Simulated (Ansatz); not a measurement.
# Ta (P6_3/mmc) in Ansatz: a series of runs

The runs below take Ta through relaxation of cell and atoms, with revPBE+D3(BJ), revPBE+D4.

Program: Ansatz 0.2.0. These are calculated values, not measurements. Logs are shortened: lines on timing, memory, paths and dates and some standing lists are left out, and cuts for length are marked.

**1. The crystal as given**

It takes space group P6_3/mmc (No. 194, hexagonal). The conventional cell has a = 2.900 Å, b = 2.900 Å, c = 5.166 Å, α = 90.00°, β = 90.00°, γ = 120.00°. Ta (site symmetry -6m2) has 12 Ta at 2.90 to 3.08 Å as nearest neighbours.

This isn't the form of Ta at room conditions, which is bcc.

**2. Relaxation of cell and atoms, revPBE+D3(BJ)**

Contents of input.yaml:

```yaml
crystal:
  lattice:
    - [2.9003720726, 0.0, 0.0]
    - [-1.4501860363, 2.5117958953, 0.0]
    - [0.0, 0.0, 5.166274]
  atoms:
    - { symbol: Ta, position: [0.3333333333, 0.6666666667, 0.25] }
    - { symbol: Ta, position: [0.6666666667, 0.3333333333, 0.75] }
hamiltonian:
  xc: revpbe
  pseudopotentials: { kind: paw }
  dispersion: d3bj
kpoints:
  mp_grid: { grid: [11, 11, 5] }
scf:
  occupations: { method: fermi_dirac, width: 0.05 }
output:
  forces: true
  stress: true
  eigenvalues: true
relax:
  f_tol: 0.01
  max_steps: 40
  cell: { stress_tol: 0.05 }
```

Potentials or basis: Ansatz PAW.

The run is started by

```sh
$ ansatz run input.yaml --threads 2 --pin off --max-ram 5632MiB --backend cpu --events-out ev --progress --plain --runs-dir out
```

Output:

```text
Warning: RAYON_NUM_THREADS=2 ignored (pool sized by the plan → 2); use --threads N
Engine: ansatz 0.2.0, x86_64-unknown-linux-gnu
Pseudopotentials: kind: paw
Pseudopotential: Ta, paw, valence charge 13, recommended cutoff 420 eV (normal), Ta.paw.azcp
Functional definition: revPBE
  parameter kappa = 1.245
  parameter beta = 0.06672455060314922
  exchange = pbe_x(kappa = kappa, mu = beta*pi^2/3)
  correlation = pbe_c(beta = beta)
Crystal: 2 atoms, lattice volume = 37.637 Å³
Basis set: ecut = 420 eV, 725 PW (Γ), exchange–correlation on 40×40×72 points (8 copies of the dense FFT grid, shifted against one another)
Bands: 17, of which v1, the nominal top of the filled ones, is band 13 counted from 1 (12 counted from 0)
Symmetry: 24 space group operations
Space group: P63/mmc (ITA 194), of the structure as read, at distance tolerance 3.4e-5 Å
k-points: 48 of 605
Non-local potential: Ta, projectors of the file, l = 0: 3, l = 1: 2, l = 2: 2, l = 3: 1
PAW form: soft (Blöchl's): semilocal exchange-correlation on the pseudo side does not see the compensation charge
PAW frozen core: Ta, regenerated for the run's functional, and the local potential with it (the file was generated under x = pbe(κ = 0.804, μ = 0.2195149727645171), c = pbe(β = 0.06672455060314922))
PAW one-centre angular grid: Ta, 590 points (default); XC on 64 Gauss nodes
Initial density: superposition of atomic densities (neutral atoms: chi_scale 0, normalization atom), corrected by the library's trained network
Initial wavefunctions: pseudopotential atomic-orbital guess
Functional: x = revpbe(κ = 1.245, μ = 0.2195149727645171), c = pbe(β = 0.06672455060314922)
SCF iter   1: F=—  HF=-19884.089813 eV  |F-HF|=—  |Δ(HF+E_count)|=         —  Δρ=6.12e-3  dr2=9.84e-3  ethr=1.77e-3  ⟨swp⟩=5.6  Hψ=3683  notcnv=0
preconditioner: auto → Kerker (q_TF=auto, 2.565 Å⁻¹)  [metal: Δε(μ)=0.032 eV  Ē_g=4.546 eV  σ=0.050 eV  W_gap=0.16  n_scr=10 (ndim 8)  ℏωp=19.1 eV  f_vac=0.000  D(μ)=2.29/eV (n_scr^D=22)]
SCF iter   2: F=—  HF=-19884.088553 eV  |F-HF|=—  |Δ(HF+E_count)|=   1.26e-3  Δρ=3.76e-3  dr2=4.31e-3  ethr=3.79e-5  ⟨swp⟩=1.4  Hψ=1253  notcnv=0
SCF iter   3: F=—  HF=-19884.087599 eV  |F-HF|=—  |Δ(HF+E_count)|=   9.54e-4  Δρ=5.05e-4  dr2=5.05e-5  ethr=1.66e-5  ⟨swp⟩=2.0  Hψ=1053  notcnv=0
SCF iter   4: F=—  HF=-19884.087617 eV  |F-HF|=—  |Δ(HF+E_count)|=   1.86e-5  Δρ=1.17e-4  dr2=3.52e-6  ethr=1.94e-7  ⟨swp⟩=2.5  Hψ=1437  notcnv=0
iter 5 did not close the SCF: its close was put off for the readings that it lacked (scf_convergence_deferred on its scf_iter line)
SCF iter   5: F=-19884.087617 eV  HF=-19884.087617 eV  |F-HF|=2.15e-8  |Δ(HF+E_count)|=   2.86e-8  Δρ=2.57e-5  dr2=9.93e-8  ethr=1.35e-8  ⟨swp⟩=1.9  Hψ=1066  notcnv=0
SCF iter   6: F=-19884.087618 eV  HF=-19884.087618 eV  |F-HF|=8.19e-10  |Δ(HF+E_count)|=   3.23e-8  Δρ=4.53e-6  dr2=3.88e-9  ethr=3.82e-10  ⟨swp⟩=2.1  Hψ=2854  notcnv=0
SCF 1 converged in 6 iterations: F = -19884.087618 eV  dr2 = 3.88e-9
relax step   1: F+E_penalty+E_count = -19884.08761751 eV  Δ(F+E_penalty+E_count) = +0.000e0 eV  max|allowed force component| = 4.048e-17 eV/Å  Δτ_max = 0.0000 Å  P = -8.517 GPa  Ω = 37.637 Å³  (6 SCF iters, dr2 threshold 1.00e-7 eV, accepted)
Crystal: 2 atoms, lattice volume = 32.997 Å³
[... 87 lines left out ...]
SCF iter   7: F=-19884.133873 eV  HF=-19884.133873 eV  |F-HF|=7.28e-12  |Δ(HF+E_count)|=  1.09e-11  Δρ=2.54e-9  dr2=1.10e-15  ethr=1.00e-12  ⟨swp⟩=2.0  Hψ=2049  notcnv=0
SCF 7 converged in 7 iterations: F = -19884.133873 eV  dr2 = 1.10e-15
relax step   7: F+E_penalty+E_count = -19884.13387263 eV  Δ(F+E_penalty+E_count) = +2.973e-6 eV  max|allowed force component| = 4.279e-17 eV/Å  Δτ_max = 0.0000 Å  P = +0.000 GPa  Ω = 35.958 Å³  stress off target by 3.43e-4 GPa  SCF on the basis re-selected at this cell (its energy is not comparable with the rows above)  (7 SCF iters)
basis re-selected at this cell: Δ(F+E_penalty+E_count) = +2.973e-6 eV, ΔP = -0.000 GPa vs the last step (what re-selecting the basis moved, of the pressure what is left beyond the Pulay correction that the steps carried, after the strain that the cell walked since its last selection, with what the two solves' SCF thresholds leave and, on support functions, any second-order correction that the steps lacked; it is no measure of the basis error at this ecutwfc). This SCF's stress stands 3.43e-4 GPa from its target on what of the cell is left free (relax.cell.stress_tol is 5.00e-2 GPa) and its largest allowed force component is 4.28e-17 eV/Å (relax.f_tol is 1.00e-2 eV/Å): within both
SCF converged after 7 iterations
Free energy (F): -19884.133873 eV
Harris-Foulkes:  -19884.133873 eV  (|F-HF|=7.28e-12)
Internal energy: -19884.116568 eV  (E = F + TS)
E sigma→0 (E₀):  -19884.125220 eV
Entropy (-TS):   -0.017305 eV (-8.653 meV/atom)
Fermi energy:    19.216045 eV
--- Per-component energies (eV) ---
  E_band       = -202.844917
  E_kinetic    = 733.791034
  E_local      = -1099.380932  (includes V_loc(G=0)·N_el)
  E_nonlocal   = 28.939621
  E_hartree    = 383.611785
  E_xc         = -437.829422
  E_vxc        = -408.551886  (∫ρ·V_xc dr)
  E_paw        = -16810.872629  (= ΣΔE_a)
  E_vpaw       = -224.866603  (= ΣTr[D̂ρ^β])
  E_aug_tail   = 0.000278  (compensation charges beyond the density's cutoff)
  E_ewald      = -2679.981998
  E_disp       = -2.355762  (pairwise vdW)
  E_core_change = -0.038542  (= ΣΔE_core)
  E_smearing   = -0.017305  (= −TS)
  E_closure    = 0.000000  (closes the sum)
  Σ components = -19884.133873   (vs F -19884.133873, Δ=0.00e0)
--- Forces (eV/Å), atoms counted from 1 ---
  atom   1  Ta    -0.00000000    -0.00000000     0.00000000
  atom   2  Ta     0.00000000     0.00000000     0.00000000
  max |Σ_I F_I| component: 6.94e-18 eV/Å
--- Stress (GPa, compression-positive) ---
        0.000343      -0.000000       0.000000
        0.000000       0.000343       0.000000
        0.000000       0.000000       0.000284
  P = ⅓ Tr σ = 0.0003 GPa (0.003 kbar)
--- Band table (eV; the first three rows and the last of 48) ---
  k-point 0: bands = ["-48.2918", "-48.2187", "-15.3329", "-14.3792", "-14.2600", "-14.2600", "-14.1652", "-14.1652", "10.8431", "14.1403", "18.5839", "19.1616", "19.7898", "19.7898", "20.3946", "20.3946", "22.3035"]
  k-point 1: bands = ["-48.2849", "-48.2257", "-15.2470", "-14.4760", "-14.2510", "-14.2510", "-14.1743", "-14.1743", "11.2038", "13.9738", "18.4030", "18.6295", "19.7492", "19.7492", "20.2488", "20.2488", "22.6525"]
  k-point 2: bands = ["-48.2667", "-48.2440", "-15.0174", "-14.7232", "-14.2274", "-14.2274", "-14.1981", "-14.1981", "12.1592", "13.2859", "18.0036", "18.0512", "19.7672", "19.7672", "19.9621", "19.9621", "23.4398"]
  k-point 47: bands = ["-48.1419", "-48.1396", "-15.2170", "-15.1905", "-14.9803", "-14.9224", "-14.5582", "-14.5325", "16.1652", "16.5303", "17.3614", "17.3704", "18.4282", "18.6749", "20.6267", "21.3172", "24.3922"]
--- Relaxed structure (5 steps of the walk, 4 accepted, 2 SCFs on fresh bases) ---
  F+E_penalty+E_count = -19884.13387263 eV   max|allowed force component| = 4.279e-17 eV/Å   (the final SCF, on the basis selected at the relaxed cell)
  cell:  # Å, volume = 35.9579 Å³
    - [2.8579723326064332, -2.083526591928058e-35, 0.0]
    - [-1.4289861663032166, 2.47507664335024, 0.0]
    - [0.0, 0.0, 5.083323253181449]
  atoms:
    - { symbol: Ta, position: [0.33333333333333326, 0.6666666666666665, 0.24999999999999997] }
    - { symbol: Ta, position: [0.6666666666666665, 0.33333333333333326, 0.7499999999999999] }
```

Run time: 12 s. Hardware: 2 threads of Intel Xeon at 2.50GHz (Skylake/Cascade Lake), shared host; peak memory 0.35 GiB.

Results:

```yaml
Free_energy: -19884.1339 eV
Relaxed_volume: 17.98 Å³/atom
Relaxed_cell: a = 2.858 Å, b = 2.858 Å, c = 5.083 Å, α = 90.00°, β = 90.00°, γ = 120.00°
Space_group_after_relaxing_to_0.05_Å: P6_3/mmc (No. 194)
Energy_gained_by_relaxing: 23.1 meV/atom
Ionic_steps: 6
Pressure_after_relaxing: 0.0 GPa
Band_gap_on_the_k_mesh: none (metal or under the smearing width)
```

Step by step:
```csv
step,energy change (eV),largest force (eV/Å),volume (Å³)
1,0.0000,0.0000,37.64
2,-0.0460,0.0000,36.16
3,-0.0468,0.0000,35.97
4,-0.0463,0.0000,35.97
5,-0.0463,0.0000,35.96
6,-0.0463,0.0000,35.96
```

Final structure:
```xyz
2
Lattice="2.8580 0.0000 0.0000 -1.4290 2.4751 0.0000 0.0000 0.0000 5.0833" Properties=species:S:1:pos:R:3 pbc="T T T"
Ta    0.0000    1.6501    1.2708
Ta    1.4290    0.8250    3.8125
```

Caveat: the plane-wave basis is chosen anew once the cell has moved, so the energies of steps on either side of that aren't comparable; pairwise dispersion overbinds metals, which lowers pressure and volume; the PAW data sets come from PBE, with cores solved anew for the run's functional, which leaves a small shift of forces and pressure.

**3. Relaxation of cell and atoms, revPBE+D4**

Changes to input.yaml since step 2:

```diff
@@ -11,3 +11,3 @@
   pseudopotentials: { kind: paw }
-  dispersion: d3bj
+  dispersion: d4
 kpoints:
@@ -20,2 +20,6 @@
   eigenvalues: true
+  write_density: true
+  write_potential: true
+  elf: true
+  volumetric_format: npy
 relax:
```

Potentials or basis: Ansatz PAW.

The run is started by

```sh
$ ansatz run input.yaml --threads 2 --pin off --max-ram 5632MiB --backend cpu --events-out ev --progress --plain --runs-dir out
```

It took 9.9 s on 2 threads of Intel Xeon at 2.50GHz (Skylake/Cascade Lake), shared host; peak memory 0.35 GiB.

It converged, with:

- Free energy: -19882.6622 eV
- Relaxed volume: 18.61 Å³/atom
- Relaxed cell: a = 2.888 Å, b = 2.888 Å, c = 5.152 Å, α = 90.00°, β = 90.00°, γ = 120.00°
- Space group after relaxing (to 0.05 Å): P6_3/mmc (No. 194)
- Energy gained by relaxing: 1.4 meV/atom
- Ionic steps: 4
- Pressure after relaxing: 0.0 GPa
- Band gap on the k mesh: none (metal or under the smearing width)

Step by step:
| step | energy change (eV) | largest force (eV/Å) | volume (Å³) |
| --- | --- | --- | --- |
| 1 | 0.0000 | 0.0000 | 37.64 |
| 2 | -0.0030 | 0.0000 | 37.24 |
| 3 | -0.0030 | 0.0000 | 37.22 |
| 4 | -0.0029 | 0.0000 | 37.22 |

Final structure:
```
CELL_PARAMETERS angstrom
2.88818 0.00000 0.00000
-1.44409 2.50123 0.00000
0.00000 0.00000 5.15186
ATOMIC_POSITIONS crystal
Ta 0.33333 0.66667 0.25000
Ta 0.66667 0.33333 0.75000
```

Levels at points of the mesh, in eV from the Fermi level:
| k point | band 9 | band 10 | band 11 | band 12 | band 13 | band 14 | band 15 | band 16 | band 17 |
| --- | --- | --- | --- | --- | --- | --- | --- | --- | --- |
| (0.00, 0.00, 0.00) | -8.23 | -4.96 | -0.61 | -0.17 | 0.59 | 0.59 | 1.16 | 1.16 | 3.01 |

Caveat: the plane-wave basis is chosen anew once the cell has moved, so the energies of steps on either side of that aren't comparable; pairwise dispersion overbinds metals, which lowers pressure and volume; the PAW data sets come from PBE, with cores solved anew for the run's functional, which leaves a small shift of forces and pressure.
